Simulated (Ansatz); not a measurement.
# Platinum, dhcp under LDA: structure, energy and stiffness, part 2 of 2

Aim: take platinum in the dhcp structure, relax it, solve it on a dense k-mesh, then scale the cell to 7 volumes from 88 to 112 % of the relaxed one and try a fit of the equation of state. Spin polarisation is left out. The k-meshes are 13×13×4 for the relaxation; 17×17×5 for the dense run; 17×17×5 for the volumes.

Ansatz 0.2.0; DFT, LDA (PW92), plane waves (420 eV) with PAW, scalar-relativistic. The steps go on from the part before.

## (4) Volume × 0.88

Contents of input.yaml:

```yaml
crystal:
  lattice:
    - [2.6233481003, 0.0, 0.0]
    - [-1.3116740502, 2.2718860979, 0.0]
    - [0.0, 0.0, 8.7506918311]
  atoms:
    - { symbol: Pt, position: [0.0, 0.0, 0.0] }
    - { symbol: Pt, position: [0.0, 0.0, 0.5] }
    - { symbol: Pt, position: [0.3333333333, 0.6666666667, 0.25] }
    - { symbol: Pt, position: [0.6666666667, 0.3333333333, 0.75] }
hamiltonian:
  xc: lda
  pseudopotentials:
    kind: paw
    azcp:
      Pt: "pseudopotentials/Pt.paw.azcp"
basis:
  ecutwfc: 420
  fft_grid_basis: typed
kpoints:
  mp_grid: { grid: [17, 17, 5], shift: [0, 0, 0] }
magnetization:
  spin_polarized: false
scf:
  occupations: { method: fermi_dirac, width: 0.1 }
output:
  stress: true
  write_density: true
  write_potential: true
  elf: true
  volumetric_format: npy
```

Standard output (excerpt; [...] marks lines left out):

```text
Warning: <dir> the record states the generating functional pbe (its physics header spells it `PBE`), which answers neither for hamiltonian.xc's functional nor for the lda family's — results may be inconsistent (PPs are generated against a specific XC)
Warning: RAYON_NUM_THREADS=2 ignored (pool sized by the plan → 2); use --threads N
[...]
Pseudopotentials: kind: paw
Pseudopotential: Pt, paw, valence charge 18, recommended cutoff 420 eV (normal), <dir>
Functional definition: SPW92
[...]
Crystal: 4 atoms, lattice volume = 52.154 Å³
Basis set: ecut = 420 eV, 1043 PW (Γ)
Bands: 44, of which v1, the nominal top of the filled ones, is band 36 counted from 1 (35 counted from 0)
Symmetry: 24 space group operations
Space group: P63/mmc (ITA 194), of the structure as read, at distance tolerance 3.7e-5 Å
k-points: 99 of 1445
[...]
SCF iter   1: F=—  HF=-48978.885884 eV  |F-HF|=—  |Δ(HF+E_count)|=         —  Δρ=8.04e-3  dr2=1.47e-2  ethr=1.77e-3  ⟨swp⟩=6.4  Hψ=16212  notcnv=0  defer=13
[...]
SCF iter   6: F=-48978.884784 eV  HF=-48978.884784 eV  |F-HF|=6.08e-9  |Δ(HF+E_count)|=   6.22e-8  Δρ=4.25e-6  dr2=9.45e-9  ethr=1.39e-10  ⟨swp⟩=10.8  Hψ=26430  notcnv=0
[...]
SCF converged after 6 iterations
Free energy (F): -48978.884784 eV
[...]
E sigma→0 (E₀):  -48978.796156 eV
Entropy (-TS):   -0.177256 eV (-44.314 meV/atom)
Fermi energy:    27.932872 eV
[...]
--- Stress (GPa, compression-positive) ---
       54.734371      -0.000000       0.000000
       -0.000000      54.734371       0.000000
        0.000000       0.000000      53.094242
  P = ⅓ Tr σ = 54.1877 GPa (541.877 kbar)
--- Band table (eV; the first three rows and the last of 99) ---
[...]
```

Run time: 7.1 s. Hardware: 2 threads of an Arm CPU, shared host; peak memory 0.42 GiB.

Density in a lattice plane of the grid's cell (edges 2.62 and 8.75 Å, at 0.000 of the third edge), which holds Pt.

Ten even steps from '0' (0.32 e/Å³) to '9' (12.04 e/Å³):
```
64100014
10000000
00000000
00001000
00012100
00001000
00000000
10000000
64100014
97300037
64100014
10000000
00000000
00001000
00012100
00001000
00000000
10000000
64100014
97300037
```
Columns run along the first of these edges and rows up along the second, over one cell in 8 and 20 even steps from the bottom left corner. Atoms in the plane (fractional): Pt at (0.00, 0.00), Pt at (0.00, 0.50).

ELF in the same plane.

Ten even steps from '0' (0.24) to '9' (0.68):
```
98510158
32100012
00000000
00023200
00145410
00023200
00000000
32100012
98510158
99721279
98510158
32100012
00000000
00023200
00145410
00023200
00000000
32100012
98510158
99721279
```
Columns run along the first of these edges and rows up along the second, over one cell in 8 and 20 even steps from the bottom left corner. Atoms in the plane (fractional): Pt at (0.00, 0.00), Pt at (0.00, 0.50).

Both are smooth fields of the valence electrons: close to the nuclei they are not physical.

## (5) Volume × 0.92

Edit input.yaml of step 4 so:

```diff
@@ -2,5 +2,5 @@
   lattice:
-    - [2.6233481003, 0.0, 0.0]
-    - [-1.3116740502, 2.2718860979, 0.0]
-    - [0.0, 0.0, 8.7506918311]
+    - [2.662508323, 0.0, 0.0]
+    - [-1.3312541615, 2.3057998455, 0.0]
+    - [0.0, 0.0, 8.8813184301]
   atoms:
@@ -27,5 +27 @@
   stress: true
-  write_density: true
-  write_potential: true
-  elf: true
-  volumetric_format: npy
```

Standard output (excerpt; [...] marks lines left out):

```text
Warning: <dir> the record states the generating functional pbe (its physics header spells it `PBE`), which answers neither for hamiltonian.xc's functional nor for the lda family's — results may be inconsistent (PPs are generated against a specific XC)
Warning: RAYON_NUM_THREADS=2 ignored (pool sized by the plan → 2); use --threads N
[...]
[... 3 set-up lines as earlier in the session ...]
[...]
Crystal: 4 atoms, lattice volume = 54.524 Å³
Basis set: ecut = 420 eV, 1091 PW (Γ)
Bands: 44, of which v1, the nominal top of the filled ones, is band 36 counted from 1 (35 counted from 0)
[... 1 set-up line as earlier in the session ...]
Space group: P63/mmc (ITA 194), of the structure as read, at distance tolerance 3.8e-5 Å
k-points: 99 of 1445
[...]
SCF iter   1: F=—  HF=-48979.512552 eV  |F-HF|=—  |Δ(HF+E_count)|=         —  Δρ=8.00e-3  dr2=1.66e-2  ethr=1.77e-3  ⟨swp⟩=6.4  Hψ=15981  notcnv=0  defer=13
[...]
SCF iter   6: F=-48979.511282 eV  HF=-48979.511282 eV  |F-HF|=5.42e-9  |Δ(HF+E_count)|=   6.48e-8  Δρ=4.30e-6  dr2=9.33e-9  ethr=1.39e-10  ⟨swp⟩=4.0  Hψ=14055  notcnv=0
[...]
SCF converged after 6 iterations
Free energy (F): -48979.511282 eV
[...]
E sigma→0 (E₀):  -48979.416529 eV
Entropy (-TS):   -0.189506 eV (-47.376 meV/atom)
Fermi energy:    26.364282 eV
[...]
--- Stress (GPa, compression-positive) ---
       31.730929       0.000000      -0.000000
        0.000000      31.730929      -0.000000
       -0.000000      -0.000000      30.863613
  P = ⅓ Tr σ = 31.4418 GPa (314.418 kbar)
```

It took 4.7 s on 2 threads of an Arm CPU, shared host; peak memory 0.42 GiB.

## (6) Volume × 0.96

Edit input.yaml of step 5 so:

```diff
@@ -2,5 +2,5 @@
   lattice:
-    - [2.662508323, 0.0, 0.0]
-    - [-1.3312541615, 2.3057998455, 0.0]
-    - [0.0, 0.0, 8.8813184301]
+    - [2.7005492957, 0.0, 0.0]
+    - [-1.3502746479, 2.3387442943, 0.0]
+    - [0.0, 0.0, 9.0082115516]
   atoms:
```

Standard output (excerpt; [...] marks lines left out):

```text
Warning: <dir> the record states the generating functional pbe (its physics header spells it `PBE`), which answers neither for hamiltonian.xc's functional nor for the lda family's — results may be inconsistent (PPs are generated against a specific XC)
Warning: RAYON_NUM_THREADS=2 ignored (pool sized by the plan → 2); use --threads N
[...]
[... 3 set-up lines as earlier in the session ...]
[...]
Crystal: 4 atoms, lattice volume = 56.895 Å³
Basis set: ecut = 420 eV, 1117 PW (Γ)
Bands: 44, of which v1, the nominal top of the filled ones, is band 36 counted from 1 (35 counted from 0)
[... 2 set-up lines as earlier in the session ...]
k-points: 99 of 1445
[...]
SCF iter   1: F=—  HF=-48979.842165 eV  |F-HF|=—  |Δ(HF+E_count)|=         —  Δρ=8.02e-3  dr2=1.86e-2  ethr=1.77e-3  ⟨swp⟩=6.3  Hψ=15935  notcnv=0  defer=14
[...]
SCF iter   6: F=-48979.839980 eV  HF=-48979.839980 eV  |F-HF|=4.96e-9  |Δ(HF+E_count)|=   6.54e-8  Δρ=4.58e-6  dr2=9.78e-9  ethr=1.39e-10  ⟨swp⟩=4.0  Hψ=14071  notcnv=0
[...]
SCF converged after 6 iterations
Free energy (F): -48979.839980 eV
[...]
E sigma→0 (E₀):  -48979.739103 eV
Entropy (-TS):   -0.201752 eV (-50.438 meV/atom)
Fermi energy:    24.926988 eV
[...]
--- Stress (GPa, compression-positive) ---
       13.811489       0.000000       0.000000
        0.000000      13.811489       0.000000
        0.000000       0.000000      13.555258
  P = ⅓ Tr σ = 13.7261 GPa (137.261 kbar)
```

Wall time 4.9 s (2 threads of an Arm CPU, shared host); peak memory 0.43 GiB.

## (7) Volume × 1.0

Edit input.yaml of step 6 so:

```diff
@@ -2,5 +2,5 @@
   lattice:
-    - [2.7005492957, 0.0, 0.0]
-    - [-1.3502746479, 2.3387442943, 0.0]
-    - [0.0, 0.0, 9.0082115516]
+    - [2.7375477193, 0.0, 0.0]
+    - [-1.3687738596, 2.3707858689, 0.0]
+    - [0.0, 0.0, 9.131627046]
   atoms:
```

Standard output (excerpt; [...] marks lines left out):

```text
Warning: <dir> the record states the generating functional pbe (its physics header spells it `PBE`), which answers neither for hamiltonian.xc's functional nor for the lda family's — results may be inconsistent (PPs are generated against a specific XC)
Warning: RAYON_NUM_THREADS=2 ignored (pool sized by the plan → 2); use --threads N
[...]
[... 3 set-up lines as earlier in the session ...]
[...]
Crystal: 4 atoms, lattice volume = 59.266 Å³
Basis set: ecut = 420 eV, 1165 PW (Γ)
Bands: 44, of which v1, the nominal top of the filled ones, is band 36 counted from 1 (35 counted from 0)
[... 2 set-up lines as earlier in the session ...]
k-points: 99 of 1445
[...]
SCF iter   1: F=—  HF=-48979.939687 eV  |F-HF|=—  |Δ(HF+E_count)|=         —  Δρ=8.08e-3  dr2=2.08e-2  ethr=1.77e-3  ⟨swp⟩=6.1  Hψ=15660  notcnv=0  defer=32
[...]
SCF iter   6: F=-48979.936844 eV  HF=-48979.936844 eV  |F-HF|=4.43e-9  |Δ(HF+E_count)|=   6.18e-8  Δρ=4.78e-6  dr2=1.02e-8  ethr=1.39e-10  ⟨swp⟩=4.0  Hψ=13987  notcnv=0
[...]
SCF converged after 6 iterations
Free energy (F): -48979.936844 eV
[...]
E sigma→0 (E₀):  -48979.829859 eV
Entropy (-TS):   -0.213970 eV (-53.492 meV/atom)
Fermi energy:    23.605887 eV
[...]
--- Stress (GPa, compression-positive) ---
       -0.129921       0.000000       0.000000
        0.000000      -0.129921       0.000000
        0.000000       0.000000       0.098098
  P = ⅓ Tr σ = -0.0539 GPa (-0.539 kbar)
```

Wall time 5 s (2 threads of an Arm CPU, shared host); peak memory 0.43 GiB.

## (8) Volume × 1.04

Edit input.yaml of step 7 so:

```diff
@@ -2,5 +2,5 @@
   lattice:
-    - [2.7375477193, 0.0, 0.0]
-    - [-1.3687738596, 2.3707858689, 0.0]
-    - [0.0, 0.0, 9.131627046]
+    - [2.7735722152, 0.0, 0.0]
+    - [-1.3867861076, 2.4019839976, 0.0]
+    - [0.0, 0.0, 9.2517938138]
   atoms:
```

Standard output (excerpt; [...] marks lines left out):

```text
Warning: <dir> the record states the generating functional pbe (its physics header spells it `PBE`), which answers neither for hamiltonian.xc's functional nor for the lda family's — results may be inconsistent (PPs are generated against a specific XC)
Warning: RAYON_NUM_THREADS=2 ignored (pool sized by the plan → 2); use --threads N
[...]
[... 3 set-up lines as earlier in the session ...]
[...]
Crystal: 4 atoms, lattice volume = 61.636 Å³
Basis set: ecut = 420 eV, 1195 PW (Γ)
Bands: 44, of which v1, the nominal top of the filled ones, is band 36 counted from 1 (35 counted from 0)
[... 1 set-up line as earlier in the session ...]
Space group: P63/mmc (ITA 194), of the structure as read, at distance tolerance 4.0e-5 Å
k-points: 99 of 1445
[...]
SCF iter   1: F=—  HF=-48979.857001 eV  |F-HF|=—  |Δ(HF+E_count)|=         —  Δρ=8.14e-3  dr2=2.30e-2  ethr=1.77e-3  ⟨swp⟩=6.0  Hψ=15393  notcnv=0  defer=39
[...]
SCF iter   6: F=-48979.853621 eV  HF=-48979.853621 eV  |F-HF|=4.98e-9  |Δ(HF+E_count)|=   6.31e-8  Δρ=5.04e-6  dr2=1.18e-8  ethr=1.39e-10  ⟨swp⟩=4.0  Hψ=13894  notcnv=0
[...]
SCF converged after 6 iterations
Free energy (F): -48979.853621 eV
[...]
E sigma→0 (E₀):  -48979.740581 eV
Entropy (-TS):   -0.226080 eV (-56.520 meV/atom)
Fermi energy:    22.388131 eV
[...]
--- Stress (GPa, compression-positive) ---
      -10.943916       0.000000       0.000000
       -0.000000     -10.943916       0.000000
        0.000000       0.000000     -10.329487
  P = ⅓ Tr σ = -10.7391 GPa (-107.391 kbar)
```

Run time: 5.6 s. Hardware: 2 threads of an Arm CPU, shared host; peak memory 0.44 GiB.

## (9) Volume × 1.08

Edit input.yaml of step 8 so:

```diff
@@ -2,5 +2,5 @@
   lattice:
-    - [2.7735722152, 0.0, 0.0]
-    - [-1.3867861076, 2.4019839976, 0.0]
-    - [0.0, 0.0, 9.2517938138]
+    - [2.8086844517, 0.0, 0.0]
+    - [-1.4043422258, 2.4323920864, 0.0]
+    - [0.0, 0.0, 9.3689175616]
   atoms:
```

Standard output (excerpt; [...] marks lines left out):

```text
Warning: <dir> the record states the generating functional pbe (its physics header spells it `PBE`), which answers neither for hamiltonian.xc's functional nor for the lda family's — results may be inconsistent (PPs are generated against a specific XC)
Warning: RAYON_NUM_THREADS=2 ignored (pool sized by the plan → 2); use --threads N
[...]
[... 3 set-up lines as earlier in the session ...]
[...]
Crystal: 4 atoms, lattice volume = 64.007 Å³
Basis set: ecut = 420 eV, 1267 PW (Γ)
Bands: 44, of which v1, the nominal top of the filled ones, is band 36 counted from 1 (35 counted from 0)
[... 2 set-up lines as earlier in the session ...]
k-points: 99 of 1445
[...]
SCF iter   1: F=—  HF=-48979.635103 eV  |F-HF|=—  |Δ(HF+E_count)|=         —  Δρ=8.23e-3  dr2=2.51e-2  ethr=1.77e-3  ⟨swp⟩=5.9  Hψ=15187  notcnv=0  defer=43
[...]
SCF iter   6: F=-48979.631059 eV  HF=-48979.631059 eV  |F-HF|=6.61e-9  |Δ(HF+E_count)|=   7.48e-8  Δρ=6.05e-6  dr2=1.63e-8  ethr=1.39e-10  ⟨swp⟩=4.0  Hψ=13938  notcnv=0
[...]
SCF converged after 6 iterations
Free energy (F): -48979.631059 eV
[...]
E sigma→0 (E₀):  -48979.512097 eV
Entropy (-TS):   -0.237923 eV (-59.481 meV/atom)
Fermi energy:    21.262488 eV
[...]
--- Stress (GPa, compression-positive) ---
      -19.291064      -0.000000       0.000000
       -0.000000     -19.291064       0.000000
        0.000000       0.000000     -18.369578
  P = ⅓ Tr σ = -18.9839 GPa (-189.839 kbar)
```

Wall time 5.6 s (2 threads of an Arm CPU, shared host); peak memory 0.44 GiB.

## (10) Volume × 1.12

Edit input.yaml of step 9 so:

```diff
@@ -2,5 +2,5 @@
   lattice:
-    - [2.8086844517, 0.0, 0.0]
-    - [-1.4043422258, 2.4323920864, 0.0]
-    - [0.0, 0.0, 9.3689175616]
+    - [2.8429400772, 0.0, 0.0]
+    - [-1.4214700386, 2.4620583283, 0.0]
+    - [0.0, 0.0, 9.4831839153]
   atoms:
```

Standard output (excerpt; [...] marks lines left out):

```text
Warning: <dir> the record states the generating functional pbe (its physics header spells it `PBE`), which answers neither for hamiltonian.xc's functional nor for the lda family's — results may be inconsistent (PPs are generated against a specific XC)
Warning: RAYON_NUM_THREADS=2 ignored (pool sized by the plan → 2); use --threads N
[...]
[... 3 set-up lines as earlier in the session ...]
[...]
Crystal: 4 atoms, lattice volume = 66.377 Å³
Basis set: ecut = 420 eV, 1303 PW (Γ)
Bands: 44, of which v1, the nominal top of the filled ones, is band 36 counted from 1 (35 counted from 0)
[... 2 set-up lines as earlier in the session ...]
k-points: 99 of 1445
[...]
SCF iter   1: F=—  HF=-48979.305983 eV  |F-HF|=—  |Δ(HF+E_count)|=         —  Δρ=8.34e-3  dr2=2.73e-2  ethr=1.77e-3  ⟨swp⟩=5.8  Hψ=14962  notcnv=0  defer=42
[...]
SCF iter   6: F=-48979.301310 eV  HF=-48979.301310 eV  |F-HF|=7.08e-9  |Δ(HF+E_count)|=   6.46e-8  Δρ=6.02e-6  dr2=1.75e-8  ethr=1.39e-10  ⟨swp⟩=4.0  Hψ=13895  notcnv=0
[...]
SCF converged after 6 iterations
Free energy (F): -48979.301310 eV
[...]
E sigma→0 (E₀):  -48979.176593 eV
Entropy (-TS):   -0.249433 eV (-62.358 meV/atom)
Fermi energy:    20.219031 eV
[...]
--- Stress (GPa, compression-positive) ---
      -25.688733      -0.000000       0.000000
        0.000000     -25.688733       0.000000
        0.000000       0.000000     -24.529754
  P = ⅓ Tr σ = -25.3024 GPa (-253.024 kbar)
```

Wall time 5.8 s (2 threads of an Arm CPU, shared host); peak memory 0.45 GiB.

## (11) Energy and pressure against volume

All volumes keep the relaxed shape and fractional coordinates.

```
V (Å³/atom)  E − E₀ (meV/atom)  P from the stress (GPa)  P from the fit (GPa)
     13.038              258.4                    54.19                 53.87
     13.631              103.3                    31.44                 31.01
     14.224               22.7                    13.73                 13.29
     14.816                0.0                    -0.05                 -0.46
     15.409               22.3                   -10.74                -11.12
     16.002               79.4                   -18.98                -19.38
     16.594              163.3                   -25.30                -25.74
```

A third-order Birch-Murnaghan fit gives V₀ = 14.794 Å³/atom, B₀ = 304 GPa and B₀′ = 5.3; it misses no point by more than 0.07 meV/atom.

Fit and stress differ a little: one follows E(σ → 0), the other the smeared free energy.

## (12) What came out

What follows sums up all 2 parts.

| quantity | value |
| --- | --- |
| space group (spins left aside) | P6_3/mmc (No. 194) |
| conventional cell | a = 2.738 Å, c = 9.132 Å (c/a = 3.336) |
| volume | 14.816 Å³/atom |
| shortest distance | 2.738 Å |
| gap on the mesh | none (levels filled in part) |
| relative to fcc | +32 meV/atom |
| V₀, B₀, B₀′ | 14.794 Å³/atom, 304 GPa, 5.3 |

In words: The relaxation shrank the cell by 1.8 % in volume. Against the reference form of platinum (fcc, computed apart with the same settings) it stands 32 meV/atom higher. No gap shows: it is a metal or semimetal at this level. B₀ comes out at 304 GPa, among the stiffest elements; letting shape and positions relax at each volume could only lower it. The symmetry was held, so the structure may be unstable against distortions that break it.
